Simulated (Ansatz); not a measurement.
# BaTiO3 (P4mm) in Ansatz: settings compared

The runs below take BaTiO3 through band structure, with revPBE, BLYP.

Everything below comes from runs of Ansatz 0.2.0. Logs are shortened: lines on timing, memory, paths and dates and some standing lists are left out, and cuts for length are marked.

## Step 1: Starting point

The structure is tetragonal, space group P4mm (No. 99). Conventional cell: a = 4.000 Å, b = 4.000 Å, c = 4.018 Å, α = 90.00°, β = 90.00°, γ = 90.00°. Around Ba (site symmetry 4mm) lie 12 O at 2.79 to 2.88 Å. Ti (site symmetry 4mm) has 6 O at 1.89 to 2.13 Å as nearest neighbours. O (site symmetry 2mm) has 2 Ti at 2.00 Å as nearest neighbours. O (site symmetry 4mm) has 2 Ti at 1.89 to 2.13 Å as nearest neighbours.

## Step 2: Band structure, revPBE

Contents of input.yaml:

```yaml
crystal:
  lattice:
    - [3.9998, 0.0, 0.0]
    - [0.0, 3.9998, 0.0]
    - [0.0, 0.0, 4.018]
  atoms:
    - { symbol: Ba, position: [0.0, 0.0, 0.0] }
    - { symbol: Ti, position: [0.5, 0.5, 0.49] }
    - { symbol: O, position: [0.0, 0.5, 0.517] }
    - { symbol: O, position: [0.5, 0.0, 0.517] }
    - { symbol: O, position: [0.5, 0.5, 0.019] }
hamiltonian:
  xc: revpbe
  pseudopotentials: { kind: paw }
kpoints:
  mp_grid: { grid: [7, 7, 7] }
  band_path:
    path:
      - [[0.0, 0.0, 0.0], [0.0, 0.5, 0.0], [0.5, 0.5, 0.0], [0.0, 0.0, 0.0], [0.0, 0.0, 0.5], [0.0, 0.5, 0.5], [0.5, 0.5, 0.5], [0.0, 0.0, 0.5]]
      - [[0.0, 0.5, 0.0], [0.0, 0.5, 0.5]]
      - [[0.5, 0.5, 0.0], [0.5, 0.5, 0.5]]
    npoints: 14
scf:
  occupations: { method: fermi_dirac, width: 0.05 }
  n_extra_bands: 12
output:
  forces: true
  stress: true
  eigenvalues: true
  fatbands: true
  write_density: true
  write_potential: true
  elf: true
  volumetric_format: npy
```

Potentials or basis: Ansatz PAW.

On the command line:

```bash
$ ansatz run input.yaml --threads 2 --pin off --max-ram 5632MiB --backend cpu --events-out ev --progress --plain --runs-dir out
```

The log of the run:

```text
Warning: RAYON_NUM_THREADS=2 ignored (pool sized by the plan → 2); use --threads N
scf.n_extra_bands = 12 over 20 filled bands (N_el = 40.0): the run solves 32 bands
Engine: ansatz 0.2.0, x86_64-unknown-linux-gnu
Pseudopotentials: kind: paw
Pseudopotential: Ba, paw, valence charge 10, recommended cutoff 420 eV (normal), Ba.paw.azcp
Pseudopotential: Ti, paw, valence charge 12, recommended cutoff 420 eV (normal), Ti.paw.azcp
Pseudopotential: O, paw, valence charge 6, recommended cutoff 420 eV (normal), O.paw.azcp
Functional definition: revPBE
  parameter kappa = 1.245
  parameter beta = 0.06672455060314922
  exchange = pbe_x(kappa = kappa, mu = beta*pi^2/3)
  correlation = pbe_c(beta = beta)
Crystal: 5 atoms, lattice volume = 64.282 Å³
Basis set: ecut = 420 eV, 1237 PW (Γ), exchange–correlation on 54×54×54 points (8 copies of the dense FFT grid, shifted against one another)
Bands: 32, of which v1, the nominal top of the filled ones, is band 20 counted from 1 (19 counted from 0)
Symmetry: 8 space group operations
Space group: P4mm (ITA 99), of the structure as read, at distance tolerance 4.0e-5 Å
k-points: 40 of 343 (time reversal used)
Non-local potential: Ba, projectors of the file, l = 0: 3, l = 1: 2, l = 2: 2, l = 3: 2
Non-local potential: Ti, projectors of the file, l = 0: 3, l = 1: 2, l = 2: 3, l = 3: 1
Non-local potential: O, projectors of the file, l = 0: 2, l = 1: 2, l = 2: 1
PAW form: soft (Blöchl's): semilocal exchange-correlation on the pseudo side does not see the compensation charge
PAW frozen core: Ba, regenerated for the run's functional, and the local potential with it (the file was generated under x = pbe(κ = 0.804, μ = 0.2195149727645171), c = pbe(β = 0.06672455060314922))
PAW frozen core: Ti, regenerated for the run's functional, and the local potential with it (the file was generated under x = pbe(κ = 0.804, μ = 0.2195149727645171), c = pbe(β = 0.06672455060314922))
PAW frozen core: O, regenerated for the run's functional, and the local potential with it (the file was generated under x = pbe(κ = 0.804, μ = 0.2195149727645171), c = pbe(β = 0.06672455060314922))
PAW one-centre angular grid: Ba, 194 points (default); XC on 64 Gauss nodes
PAW one-centre angular grid: Ti, 590 points (default); XC on 64 Gauss nodes
PAW one-centre angular grid: O, 110 points (default); XC on 64 Gauss nodes
Initial density: superposition of atomic densities (neutral atoms: chi_scale 0, normalization atom), corrected by the library's trained network
Initial wavefunctions: pseudopotential atomic-orbital guess
Functional: x = revpbe(κ = 1.245, μ = 0.2195149727645171), c = pbe(β = 0.06672455060314922)
SCF iter   1: F=—  HF=-10173.085310 eV  |F-HF|=—  |Δ(HF+E_count)|=         —  Δρ=3.06e-3  dr2=4.38e-3  ethr=1.77e-3  ⟨swp⟩=6.6  Hψ=6737  notcnv=0  defer=41
preconditioner: auto → Resta (q_TF=auto, 2.521 Å⁻¹)  ε∞=4.2  [insulator: Δε(μ)=1.966 eV  Ē_g=14.711 eV  σ=0.050 eV  W_gap=1.00  n_scr=18 (ndim 8)  ℏωp=26.2 eV  f_vac=0.000  D(μ)=0.00/eV (n_scr^D=0)  ε∞_Penn≈4.2]
SCF iter   2: F=—  HF=-10173.085635 eV  |F-HF|=—  |Δ(HF+E_count)|=   3.25e-4  Δρ=1.33e-3  dr2=5.40e-4  ethr=1.09e-5  ⟨swp⟩=1.8  Hψ=1947  notcnv=0  defer=113
SCF iter   3: F=—  HF=-10173.085885 eV  |F-HF|=—  |Δ(HF+E_count)|=   2.50e-4  Δρ=4.77e-4  dr2=1.23e-4  ethr=1.35e-6  ⟨swp⟩=1.2  Hψ=1041  notcnv=0  defer=113
SCF iter   4: F=—  HF=-10173.085908 eV  |F-HF|=—  |Δ(HF+E_count)|=   2.26e-5  Δρ=9.88e-5  dr2=6.81e-6  ethr=3.08e-7  ⟨swp⟩=2.4  Hψ=1731  notcnv=0  defer=113
SCF iter   5: F=—  HF=-10173.085074 eV  |F-HF|=—  |Δ(HF+E_count)|=   8.34e-4  Δρ=3.65e-5  dr2=6.72e-7  ethr=1.70e-8  ⟨swp⟩=2.1  Hψ=1836  notcnv=0  defer=113
SCF iter   6: F=-10173.085074 eV  HF=-10173.085074 eV  |F-HF|=2.74e-9  |Δ(HF+E_count)|=   1.99e-7  Δρ=8.71e-6  dr2=9.11e-8  ethr=2.50e-10  ⟨swp⟩=15.4  Hψ=10332  notcnv=0
SCF 1 converged in 6 iterations: F = -10173.085074 eV  dr2 = 9.11e-8
NSCF: frozen V_eff on 129 k-points
SCF converged after 6 iterations
Free energy (F): -10173.085074 eV
Harris-Foulkes:  -10173.085074 eV  (|F-HF|=2.74e-9)
Internal energy: -10173.085074 eV  (E = F + TS)
E sigma→0 (E₀):  -10173.085074 eV
Fermi energy:    11.352360 eV
--- Per-component energies (eV) ---
  E_band       = -138.319330
  E_kinetic    = 971.705578
  E_local      = -2100.904314  (includes V_loc(G=0)·N_el)
  E_nonlocal   = 200.453422
  E_hartree    = 822.119816
  E_xc         = -492.951816
  E_vxc        = -546.906475  (∫ρ·V_xc dr)
  E_paw        = -6757.017824  (= ΣΔE_a)
  E_vpaw       = -306.901571  (= ΣTr[D̂ρ^β])
  E_aug_tail   = 0.007369  (compensation charges beyond the density's cutoff)
  E_ewald      = -2816.377938
  E_core_change = -0.119367  (= ΣΔE_core)
  E_smearing   = -0.000000  (= −TS)
  E_closure    = 0.000000  (closes the sum)
  Σ components = -10173.085074   (vs F -10173.085074, Δ=0.00e0)
--- Forces (eV/Å), atoms counted from 1 ---
  atom   1  Ba     0.00000000     0.00000000     0.04992632
  atom   2  Ti    -0.00000000     0.00000000    -0.14550387
  atom   3  O     -0.00000000    -0.00000000    -0.10070804
  atom   4  O     -0.00000000     0.00000000    -0.10070804
  atom   5  O      0.00000000     0.00000000     0.29698950
  max |Σ_I F_I| component: 4.13e-6 eV/Å
--- Stress (GPa, compression-positive) ---
        5.256857       0.000000       0.000000
        0.000000       5.256857       0.000000
        0.000000       0.000000       6.132402
  P = ⅓ Tr σ = 5.5487 GPa (55.487 kbar)
--- Band table (eV; the first three rows and the last of 40) ---
  k-point 0: bands = ["-46.2162", "-22.4153", "-22.3848", "-22.3848", "-14.3124", "-6.5312", "-5.8989", "-5.8406", "0.4941", "0.4941", "0.4963", "8.1096", "8.1224", "8.1224", "9.1706", "9.1706", "9.2597", "10.1384", "10.1553", "10.1553", "12.2698", "12.4789", "12.4789", "14.4243", "14.5239", "15.5907", "15.6562", "17.8958", "19.0248", "19.0248", "19.0369", "21.5033"]
  k-point 1: bands = ["-46.2160", "-22.4247", "-22.3844", "-22.3844", "-14.2909", "-6.5346", "-5.8911", "-5.8348", "0.5233", "0.5233", "0.5756", "7.7722", "8.0657", "8.0657", "8.9707", "8.9707", "9.1033", "9.7110", "10.0667", "10.0667", "12.2926", "12.8085", "12.8085", "14.4236", "15.0215", "15.9420", "16.0205", "18.3785", "18.9748", "19.2363", "19.2363", "21.5002"]
  k-point 2: bands = ["-46.2157", "-22.4457", "-22.3836", "-22.3836", "-14.2420", "-6.6104", "-5.8218", "-5.7926", "0.5909", "0.5909", "0.7515", "7.0407", "7.8902", "7.8902", "8.6618", "8.6618", "8.7901", "9.0137", "9.8890", "9.8890", "12.3453", "13.4616", "13.4616", "14.4236", "15.8594", "16.7520", "16.9476", "18.8346", "19.6303", "19.7063", "19.7063", "21.3958"]
  k-point 39: bands = ["-46.2138", "-22.4568", "-22.4285", "-22.4284", "-14.0614", "-5.7659", "-5.6683", "-5.6346", "-0.1416", "-0.1317", "-0.0237", "6.0906", "6.6880", "6.7127", "7.8445", "8.0156", "8.0349", "10.1920", "10.2204", "10.3129", "14.5222", "14.5303", "14.5410", "17.2024", "17.4270", "17.5645", "17.9898", "18.1934", "20.3081", "20.3292", "21.1161", "21.3989"]
```

Run time: 40 s. Hardware: 2 threads of Intel Xeon at 2.50GHz (Skylake/Cascade Lake), shared host; peak memory 0.47 GiB.

What came out:

| Quantity | Value |
| --- | --- |
| Free energy | -10173.0851 eV |
| Pressure | 5.5 GPa |
| Largest force | 0.297 eV/Å |
| Band gap on the k mesh | 1.96 eV, indirect (least direct gap 2.11 eV) |
| Band gap along the path | 1.86 eV, indirect (least direct gap 2.11 eV) |

Forces in eV/Å, atoms in the order of the input:
```
Ba   0.000  0.000  0.050
Ti   0.000  0.000 -0.146
O    0.000  0.000 -0.101
O    0.000  0.000 -0.101
O    0.000  0.000  0.297
```

Levels at the corners of the path, in eV from the valence-band top:
```
point  band 16  band 17  band 18  band 19  band 20  band 21  band 22  band 23  band 24  band 25
    Γ    -1.24    -1.15    -0.27    -0.25    -0.25     1.86     2.07     2.07     4.02     4.12
    X    -1.87    -1.80    -1.69    -0.90    -0.80     2.18     3.54     3.58     4.08     5.91
    M    -2.64    -1.73    -0.94    -0.94    -0.05     3.60     3.60     4.00     4.74     7.67
    Γ    -1.24    -1.15    -0.27    -0.25    -0.25     1.86     2.07     2.07     4.02     4.12
    Z    -1.91    -1.88    -1.87    -0.66    -0.66     1.99     3.60     3.60     4.02     6.05
    R    -2.61    -1.68    -0.87    -0.85    -0.13     3.57     3.62     3.99     4.86     7.65
    A    -2.38    -2.35    -0.08    -0.08     0.00     4.21     4.21     4.22     6.67     6.84
    Z    -1.91    -1.88    -1.87    -0.66    -0.66     1.99     3.60     3.60     4.02     6.05
    X    -1.87    -1.80    -1.69    -0.90    -0.80     2.18     3.54     3.58     4.08     5.91
    R    -2.61    -1.68    -0.87    -0.85    -0.13     3.57     3.62     3.99     4.86     7.65
    M    -2.64    -1.73    -0.94    -0.94    -0.05     3.60     3.60     4.00     4.74     7.67
    A    -2.38    -2.35    -0.08    -0.08     0.00     4.21     4.21     4.22     6.67     6.84
```

Caveat: the k mesh misses the band edges, so the gap on the mesh is wider than the one along the path; the pressure holds a Pulay correction of +0.5 GPa for the finite cutoff; spin-orbit coupling is left out, which moves the levels of the heavy elements; the PAW data sets come from PBE, with cores solved anew for the run's functional, which leaves a small shift of forces and pressure.

## Step 3: Band structure, BLYP

Edit input.yaml of step 2 so:

```diff
@@ -12,3 +12,3 @@
 hamiltonian:
-  xc: revpbe
+  xc: blyp
   pseudopotentials: { kind: paw }
@@ -29,6 +29,2 @@
   eigenvalues: true
-  fatbands: true
-  write_density: true
-  write_potential: true
-  elf: true
-  volumetric_format: npy
+  fatbands: false
```

Potentials or basis: Ansatz PAW.

On the command line:

```bash
$ ansatz run input.yaml --threads 2 --pin off --max-ram 5632MiB --backend cpu --events-out ev --progress --plain --runs-dir out
```

The log of the run:

```text
Warning: RAYON_NUM_THREADS=2 ignored (pool sized by the plan → 2); use --threads N
scf.n_extra_bands = 12 over 20 filled bands (N_el = 40.0): the run solves 32 bands
[... 5 set-up lines as earlier in the session ...]
[... 65 lines left out ...]
  max |Σ_I F_I| component: 1.21e-4 eV/Å
--- Stress (GPa, compression-positive) ---
        7.681604       0.000000       0.000000
        0.000000       7.681604       0.000000
        0.000000       0.000000       8.562075
  P = ⅓ Tr σ = 7.9751 GPa (79.751 kbar)
--- Band table (eV; the first three rows and the last of 40) ---
  k-point 0: bands = ["-45.8274", "-22.1365", "-22.1073", "-22.1073", "-14.1142", "-6.1437", "-5.5084", "-5.4484", "0.7574", "0.7574", "0.7598", "8.3804", "8.3955", "8.3955", "9.4115", "9.4115", "9.5012", "10.3692", "10.3858", "10.3858", "12.4945", "12.7025", "12.7025", "14.6129", "14.7078", "15.9359", "16.0013", "18.3042", "19.3415", "19.3415", "19.3525", "21.7609"]
  k-point 1: bands = ["-45.8273", "-22.1457", "-22.1069", "-22.1069", "-14.0935", "-6.1467", "-5.5012", "-5.4426", "0.7862", "0.7862", "0.8410", "8.0403", "8.3401", "8.3401", "9.2158", "9.2158", "9.3496", "9.9519", "10.2979", "10.2979", "12.5157", "13.0231", "13.0231", "14.6123", "15.2050", "16.2793", "16.3627", "18.7766", "19.2957", "19.5523", "19.5523", "21.7569"]
  k-point 2: bands = ["-45.8269", "-22.1662", "-22.1061", "-22.1061", "-14.0464", "-6.2222", "-5.4295", "-5.4032", "0.8527", "0.8527", "1.0208", "7.3036", "8.1691", "8.1691", "8.9109", "8.9109", "9.0448", "9.2719", "10.1226", "10.1226", "12.5644", "13.6588", "13.6588", "14.6124", "16.0464", "17.0729", "17.2805", "19.1675", "20.0020", "20.0222", "20.0222", "21.6523"]
  k-point 39: bands = ["-45.8251", "-22.1770", "-22.1500", "-22.1499", "-13.8711", "-5.3745", "-5.2751", "-5.2408", "0.1302", "0.1401", "0.2483", "6.3897", "6.9357", "6.9620", "8.1024", "8.2701", "8.2900", "10.4205", "10.4482", "10.5394", "14.6996", "14.7079", "14.7188", "17.5204", "17.7678", "17.9373", "18.1752", "18.4044", "20.5824", "20.6039", "21.3721", "21.6573"]
```

It took 25 s on 2 threads of Intel Xeon at 2.50GHz (Skylake/Cascade Lake), shared host; peak memory 0.44 GiB.

Results:

- Free energy: -10190.7338 eV
- Pressure: 8.0 GPa
- Largest force: 0.269 eV/Å
- Band gap on the k mesh: 1.96 eV, indirect (least direct gap 2.11 eV)
- Band gap along the path: 1.86 eV, indirect (least direct gap 2.11 eV)

Forces in eV/Å, atoms in the order of the input:
```
Ba   0.000  0.000  0.052
Ti   0.000  0.000 -0.110
O    0.000  0.000 -0.106
O    0.000  0.000 -0.106
O    0.000  0.000  0.269
```

Levels at the corners of the path, in eV from the valence-band top:
| point | band 17 | band 18 | band 19 | band 20 | band 21 | band 22 | band 23 | band 24 |
| --- | --- | --- | --- | --- | --- | --- | --- | --- |
| Γ | -1.13 | -0.26 | -0.25 | -0.25 | 1.86 | 2.07 | 2.07 | 3.98 |
| X | -1.78 | -1.66 | -0.89 | -0.79 | 2.17 | 3.50 | 3.53 | 4.04 |
| M | -1.69 | -0.92 | -0.92 | -0.05 | 3.55 | 3.55 | 3.95 | 4.72 |
| Γ | -1.13 | -0.26 | -0.25 | -0.25 | 1.86 | 2.07 | 2.07 | 3.98 |
| Z | -1.84 | -1.84 | -0.65 | -0.65 | 1.98 | 3.56 | 3.56 | 3.98 |
| R | -1.64 | -0.85 | -0.83 | -0.13 | 3.53 | 3.58 | 3.94 | 4.84 |
| A | -2.32 | -0.08 | -0.08 | 0.00 | 4.16 | 4.16 | 4.17 | 6.79 |
| Z | -1.84 | -1.84 | -0.65 | -0.65 | 1.98 | 3.56 | 3.56 | 3.98 |
| X | -1.78 | -1.66 | -0.89 | -0.79 | 2.17 | 3.50 | 3.53 | 4.04 |
| R | -1.64 | -0.85 | -0.83 | -0.13 | 3.53 | 3.58 | 3.94 | 4.84 |
| M | -1.69 | -0.92 | -0.92 | -0.05 | 3.55 | 3.55 | 3.95 | 4.72 |
| A | -2.32 | -0.08 | -0.08 | 0.00 | 4.16 | 4.16 | 4.17 | 6.79 |

Caveat: the k mesh misses the band edges, so the gap on the mesh is wider than the one along the path; the pressure holds a Pulay correction of +0.6 GPa for the finite cutoff; spin-orbit coupling is left out, which moves the levels of the heavy elements; the PAW data sets come from PBE, with cores solved anew for the run's functional, which leaves a small shift of forces and pressure.
